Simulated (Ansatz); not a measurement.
# HfN (Pm-3m) in Ansatz: notebook

Runs on HfN. Level: PBEsol0. Tasks: single point, relaxation of cell and atoms.

Everything below comes from runs of Ansatz 0.2.0. Logs are shortened: lines on timing, memory, paths and dates and some standing lists are left out, and cuts for length are marked.

### Step 1. The crystal as given

The structure is cubic, space group Pm-3m (No. 221). Conventional cell: a = 2.825 Å, b = 2.825 Å, c = 2.825 Å, α = 90.00°, β = 90.00°, γ = 90.00°. Hf (site symmetry m-3m) has 8 N at 2.45 Å as nearest neighbours. N (site symmetry m-3m) is surrounded by 8 Hf at 2.45 Å.

The cell was built by a generator and needn't be a form met in nature.

### Step 2. Single point, PBEsol0

input

```
crystal:
  lattice:
    - [2.82503, 0.0, 0.0]
    - [0.0, 2.82503, 0.0]
    - [0.0, 0.0, 2.82503]
  atoms:
    - { symbol: Hf, position: [0.5, 0.5, 0.5] }
    - { symbol: "N", position: [0.0, 0.0, 0.0] }
hamiltonian:
  xc: { exchange: pbesol, correlation: pbesol, exx: { coeff: 0.25 } }
  pseudopotentials: { kind: paw }
kpoints:
  mp_grid: { grid: [5, 5, 5] }
scf:
  occupations: { method: fermi_dirac, width: 0.05 }
output:
  forces: true
  stress: true
  eigenvalues: true
  write_density: true
  write_potential: true
  elf: true
  volumetric_format: npy
```

Potentials or basis: Ansatz PAW.

The log of the run:

```text
Warning: output.stress: scf.convergence.dr2_threshold = 1e-7 eV (the SCF's general default) is looser than the 2e-10 eV advised for a printed stress (1e-10 eV for each atom of the cell: 2). What an SCF threshold leaves in a stress goes as its square root, and in the free energy as the threshold itself, and one threshold admits the most on a small cell: of the crystals measured, under no hybrid functional and no lock of the moments, on runs that ended without the residual-converged pass, on stresses that held no estimate of that error, the worst erred by over 100 MPa in a component at 1e-7 eV an atom and by under 5 at 1e-10. Set scf.convergence.dr2_threshold to 2e-10 eV or tighter. The threshold is an SCF's pass mark: one that does not reach it within its budget of iterations ends unconverged, or closes short of it on a stop that the run arms, and scf.convergence.dr2_threshold's page says what that costs each kind of run
Warning: output.stress: scf.exx.energy_threshold = 1e-6 eV is looser than the 2e-8 eV advised for a stress under a hybrid functional (1e-8 eV for each atom of the cell: 2). Every SCF of the exchange loop can meet its threshold on dr2 while the loop round them stops early: no threshold on dr2 bounds what that leaves in the stress. Set scf.exx.energy_threshold to 2e-8 eV or tighter. The threshold is the loop's pass mark: a loop that does not reach it within its budget of cycles ends unconverged, and scf.exx.energy_threshold's page has the law
GPUs: using 1 of 1 available (devices: 1).
Engine: ansatz 0.2.0, x86_64-unknown-linux-gnu
Pseudopotentials: kind: paw
Pseudopotential: Hf, paw, valence charge 26, recommended cutoff 420 eV (normal), Hf.paw.azcp
Pseudopotential: N, paw, valence charge 5, recommended cutoff 420 eV (normal), N.paw.azcp
Functional definition: unnamed
  parameter a_1 = 0.25
  exchange = (1 - a_1)*pbe_x(mu = 0.12345679012345678) + a_1*exact_x
  correlation = pbe_c(beta = 0.046)
device memory: the entry about to start is reckoned to put 0.4 GiB on a device that reports 53.4 GiB free (of which the cap on the GPU budget leaves the run 18.0 GiB)
GPU FFT provider: cuFFT
GPU libraries: cuBLAS 13.8.2, cuFFT 12.4.0, cuSOLVER 12.3.4
Crystal: 2 atoms, lattice volume = 22.546 Å³
Basis set: ecut = 420 eV, 461 PW (Γ), exchange–correlation on 40×40×40 points (8 copies of the dense FFT grid, shifted against one another)
Bands: 20, of which v1, the nominal top of the filled ones, is band 16 counted from 1 (15 counted from 0)
Symmetry: 48 space group operations
Space group: Pm-3m (ITA 221), of the structure as read, at distance tolerance 2.8e-5 Å
k-points: 10 of 125
Non-local potential: Hf, projectors of the file, l = 0: 3, l = 1: 2, l = 2: 2, l = 3: 3
Non-local potential: N, projectors of the file, l = 0: 2, l = 1: 2, l = 2: 1
PAW form: soft (Blöchl's): semilocal exchange-correlation on the pseudo side does not see the compensation charge
PAW frozen core: Hf, regenerated for the run's functional, and the local potential with it (the file was generated under x = pbe(κ = 0.804, μ = 0.2195149727645171), c = pbe(β = 0.06672455060314922))
PAW frozen core: N, regenerated for the run's functional, and the local potential with it (the file was generated under x = pbe(κ = 0.804, μ = 0.2195149727645171), c = pbe(β = 0.06672455060314922))
PAW one-centre angular grid: Hf, 590 points (default); XC on 64 Gauss nodes
PAW one-centre angular grid: N, 110 points (default); XC on 64 Gauss nodes
Initial density: superposition of atomic densities (neutral atoms: chi_scale 0, normalization atom), corrected by the library's trained network
Initial wavefunctions: pseudopotential atomic-orbital guess
GPU buffer pool allocated for 8000 grid points (all kernels)
GPU transforms: local potential and band sums: pruned to the plane-wave sphere, on 20×20×20
Functional: x = pbesol(κ = 0.804, μ = 0.12345679012345678), c = pbesol(β = 0.046), warm-up for x = 0.75 pbesol(κ = 0.804, μ = 0.12345679012345678) + 0.25 exact, c = pbesol(β = 0.046)
SCF iter   1: F=—  HF=-15978.326146 eV  |F-HF|=—  |Δ(HF+E_count)|=         —  Δρ=8.17e-3  dr2=1.03e-2  ethr=1.77e-3  ⟨swp⟩=5.1  Hψ=751  notcnv=0
[... 54 lines left out ...]
SCF iter   2: F=-16012.038304 eV  HF=-16012.038304 eV  |F-HF|=3.18e-10  |Δ(HF+E_count)|=   1.19e-9  Δρ=3.89e-6  dr2=6.35e-10  ethr=1.38e-11  ⟨swp⟩=4.0  Hψ=525  notcnv=0
SCF 4 converged in 2 iterations: F = -16012.038304 eV  dr2 = 6.35e-10
  Residual-converged pass: ⟨swp⟩=2.4  Hψ=352  notcnv=0  max |occ|·‖R‖ = 2.4e-6 eV (tolerance 2.4e-6 eV)  dr2=6.37e-10  dr2_onsite=2.38e-10  max |Δocc| = 9.6e-16
hybrid outer 3: dexx = +2.031e-9 eV, tail = 2.04e-9 eV, Δε = 1.48e-4 eV (about 3.24e-5 eV left of the loop's levels), ΔF = 3.34e-26 eV/Å (tail 3.84e-26)
hybrid SCF converged: 3 outer / 13 inner (+7 warm-up), last move |dexx| = 2.03e-9 eV, tail = 2.04e-9 eV
Stability not checked: this state was not tested for a lower state beside it, because the functional holds exact exchange (a hybrid, or Hartree-Fock), whose exchange loop this test does not read (fock_operator; see scf.lower_state_search)
Free energy (F): -16012.038304 eV
Frozen-core exchange: fock
Harris-Foulkes:  -16012.038304 eV  (|F-HF|=3.18e-10)
Internal energy: -16012.036875 eV  (E = F + TS)
E sigma→0 (E₀):  -16012.037589 eV
Entropy (-TS):   -0.001430 eV (-0.715 meV/atom)
Fermi energy:    23.940400 eV
--- Per-component energies (eV) ---
  E_band       = 98.467341
  E_kinetic    = 551.905529
  E_local      = -4669.811166  (includes V_loc(G=0)·N_el)
  E_nonlocal   = -1207.875502
  E_hartree    = 2218.211232
  E_xc         = -275.238123
  E_vxc        = -264.202552  (∫ρ·V_xc dr)
  E_exx        = -141.326944  (= α·E_x^exact, valence–valence)
  E_paw        = -6889.589862  (= ΣΔE_a)
  E_vpaw       = 1534.682395  (= ΣTr[D̂ρ^β])
  E_aug_tail   = 0.000084  (compensation charges beyond the density's cutoff)
  E_ewald      = -5600.380333
  E_core_change = 2.068211  (= ΣΔE_core)
  E_smearing   = -0.001430  (= −TS)
  E_closure    = 0.000001  (closes the sum)
  Σ components = -16012.038304   (vs F -16012.038304, Δ=0.00e0)
--- Forces (eV/Å), atoms counted from 1 ---
  atom   1  Hf    -0.00000000    -0.00000000    -0.00000000
  atom   2  N      0.00000000     0.00000000    -0.00000000
  max |Σ_I F_I| component: 3.34e-26 eV/Å
--- Stress (GPa, compression-positive) ---
      -12.830188      -0.000000       0.000000
       -0.000000     -12.830188       0.000000
       -0.000000       0.000000     -12.830188
  P = ⅓ Tr σ = -12.8302 GPa (-128.302 kbar)
--- Band table (eV; the first three rows and the last of 10) ---
  k-point 0: bands = ["-42.8767", "-9.6169", "-9.6169", "-9.6169", "4.4224", "7.2922", "7.2922", "7.2922", "7.3327", "7.3425", "7.3425", "7.3425", "20.0470", "20.0470", "21.1364", "21.1364", "21.1364", "27.5156", "30.6864", "30.6864"]
  k-point 1: bands = ["-42.8411", "-10.1839", "-9.5654", "-9.5654", "5.1983", "7.2798", "7.3038", "7.3038", "7.3107", "7.3266", "7.3584", "7.3584", "17.4200", "20.4057", "20.4934", "20.4934", "24.0614", "29.6237", "30.9197", "30.9197"]
  k-point 2: bands = ["-42.7836", "-11.0002", "-9.4803", "-9.4803", "6.5270", "7.2599", "7.3159", "7.3159", "7.3167", "7.3933", "7.3933", "7.4661", "14.2786", "19.5190", "19.5190", "21.1606", "28.9814", "31.3382", "31.5236", "31.5236"]
  k-point 9: bands = ["-42.6063", "-10.5495", "-10.5145", "-10.5145", "6.7395", "7.3027", "7.3055", "7.3055", "7.3487", "7.3487", "7.3559", "8.2101", "15.3302", "15.3302", "16.4372", "29.1593", "29.9534", "29.9534", "32.3304", "32.3304"]
```

v_z.tsv:

```text
# z_ang	v_es[eV]	v_tot[eV]
# format = ansatz-planar-average/11
# xc	{"exchange":"pbesol","correlation":"pbesol","exx":{"coeff":0.25,"omega":null}}
# density_cutoff_ev	1680
# datasets	Hf=:simpson_from_first_knot:soft:fock:shift=-916684	N=:simpson_from_first_knot:soft:fock:shift=-194789
# lattice	2.825030000	0.000000000	0.000000000
# lattice	0.000000000	2.825030000	0.000000000
# lattice	0.000000000	0.000000000	2.825030000
# sites	2
# site	72	1.412515000	1.412515000	1.412515000
# site	7	0.000000000	0.000000000	0.000000000
0.000000	1.475984e1	4.682277e0
0.141252	1.509988e1	5.061619e0
0.282503	1.592921e1	6.012883e0
0.423754	1.668627e1	6.882767e0
0.565006	1.657824e1	6.780048e0
0.706257	1.513117e1	5.185914e0
[... 12 lines left out ...]
2.542527	1.592921e1	6.012883e0
2.683778	1.509988e1	5.061619e0
```

Run time: 15 s. Hardware: 1 × NVIDIA H100 80GB HBM3 with 2 threads of AMD EPYC 7R13 (Zen 3), shared host; peak memory 1.7 GiB.

Results:

| Property | Result |
| --- | --- |
| Free energy | -16012.0383 eV |
| Pressure | -12.8 GPa |
| Band gap on the k mesh | none (metal or under the smearing width) |

Caveat: the k mesh is coarse (spacing up to 0.44 Å⁻¹), so the values aren't converged, least of all with exact exchange; the pressure holds a Pulay correction of +0.4 GPa for the finite cutoff; the PAW data sets come from PBE, with cores solved anew for the run's functional, which leaves a small shift of forces and pressure; the thresholds are loose for stress.

### Step 3. Relaxation of cell and atoms, PBEsol0

input: that of step 2 with these lines changed.

```diff
@@ -19,5 +19,5 @@
   eigenvalues: true
-  write_density: true
-  write_potential: true
-  elf: true
-  volumetric_format: npy
+relax:
+  f_tol: 0.01
+  max_steps: 40
+  cell: { stress_tol: 0.05 }
```

Potentials or basis: Ansatz PAW.

Wall time 69 s (1 × NVIDIA H100 80GB HBM3 with 2 threads of AMD EPYC 7R13 (Zen 3), shared host); peak memory 1.6 GiB.

It converged, with:

- Free energy: -16012.0853 eV
- Relaxed volume: 10.71 Å³/atom
- Relaxed cell: a = 2.777 Å, b = 2.777 Å, c = 2.777 Å, α = 90.00°, β = 90.00°, γ = 90.00°
- Space group after relaxing (to 0.05 Å): Pm-3m (No. 221)
- Energy gained by relaxing: 23.5 meV/atom
- Ionic steps: 7
- Pressure after relaxing: 0.0 GPa
- Band gap on the k mesh: none (metal or under the smearing width)

Step by step:
```
step  energy change (eV)  largest force (eV/Å)  volume (Å³)
   1              0.0000                0.0000        22.55
   2             -0.0242                0.0000        20.65
   3             -0.0489                0.0000        21.50
   4             -0.0492                0.0000        21.44
   5             -0.0469                0.0000        21.44
   6             -0.0470                0.0000        21.42
   7             -0.0470                0.0000        21.42
```

Final structure:
```xyz
2
Lattice="2.7772 0.0000 0.0000 0.0000 2.7772 0.0000 0.0000 0.0000 2.7772" Properties=species:S:1:pos:R:3 pbc="T T T"
Hf    1.3886    1.3886    1.3886
N     0.0000    0.0000    0.0000
```

Levels at points of the mesh, in eV from the Fermi level:
```csv
k point,band 14,band 15,band 16,band 17,band 18,band 19
"(0.00, 0.00, 0.00)",-4.15,-2.87,-2.87,-2.87,4.29,7.06
```

Caveat: the k mesh is coarse (spacing up to 0.44 Å⁻¹), so the values aren't converged, least of all with exact exchange; the plane-wave basis is chosen anew once the cell has moved, so the energies of steps on either side of that aren't comparable; the pressure holds a Pulay correction of +0.4 GPa for the finite cutoff; the PAW data sets come from PBE, with cores solved anew for the run's functional, which leaves a small shift of forces and pressure.
